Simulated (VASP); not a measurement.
An input for Quantum ESPRESSO's pw.x (written as the equivalent of a VASP run, and not itself run):

```
&CONTROL
  calculation = 'vc-relax'
  pseudo_dir = './pseudo'
  outdir = './out'
  tprnfor = .true.
  tstress = .true.
  nstep = 40
  forc_conv_thr = 0.00039
/
&SYSTEM
  ibrav = 0
  nat = 4
  ntyp = 2
  ecutwfc = 84
  occupations = 'smearing'
  smearing = 'methfessel-paxton'
  degauss = 0.00735
  input_dft = 'pbe'
/
&ELECTRONS
  conv_thr = 7.3e-09
  electron_maxstep = 100
/
&IONS
/
&CELL
  press = 10
/
ATOMIC_SPECIES
  In 114.818 In.upf
  N 14.007 N.upf
CELL_PARAMETERS angstrom
     1.7870063   -3.0951857   -0.0000000
     1.7870063    3.0951857   -0.0000000
     0.0000000   -0.0000000    5.7685406
ATOMIC_POSITIONS crystal
  In   0.6666670  0.3333330  0.4998634
  In   0.3333330  0.6666670  0.9998634
  N    0.6666670  0.3333330  0.8791366
  N    0.3333330  0.6666670  0.3791366
K_POINTS automatic
  10 10 6 0 0 0
```

Problem. Write the VASP files for the same calculation (PBE).

Solution. Several could match; the one computed here: 
### KPOINTS
```
Automatic mesh
0
Gamma
10 10 6
0 0 0
```

INCAR:
```
SYSTEM = InN
PREC = Accurate
ENCUT = 600
EDIFF = 1E-7
NELM = 100
ALGO = Normal
LREAL = .FALSE.
LASPH = .TRUE.
ISMEAR = 1
SIGMA = 0.1
GGA = PE
LMAXMIX = 4
LWAVE = .FALSE.
LCHARG = .FALSE.
ISIF = 3
IBRION = 2
NSW = 40
EDIFFG = -0.01
PSTRESS = 10
```

**POSCAR**
```
InN
1
    1.7870062579    -3.0951857052    -0.0000000000
    1.7870062579     3.0951857052    -0.0000000000
    0.0000000000    -0.0000000000     5.7685405915
In N
2 2
Direct
  0.6666670000   0.3333330000   0.4998633996
  0.3333330000   0.6666670000   0.9998633996
  0.6666670000   0.3333330000   0.8791366004
  0.3333330000   0.6666670000   0.3791366004
```

POTCAR, in this order: In_d N (PBE.64 set). Program: vasp_std.

The two are equivalent in intent, not identical: the potentials are each code's own (VASP's PAW set, PseudoDojo norm-conserving files in pw.x), so ENCUT and ecutwfc are chosen apart and not converted; conv_thr bounds pw.x's estimated SCF error, while EDIFF bounds the energy change between steps; forc_conv_thr acts on force components and is met together with etot_conv_thr.

The compound is InN in the wurtzite structure. It was relaxed first under an external pressure of 1 GPa.
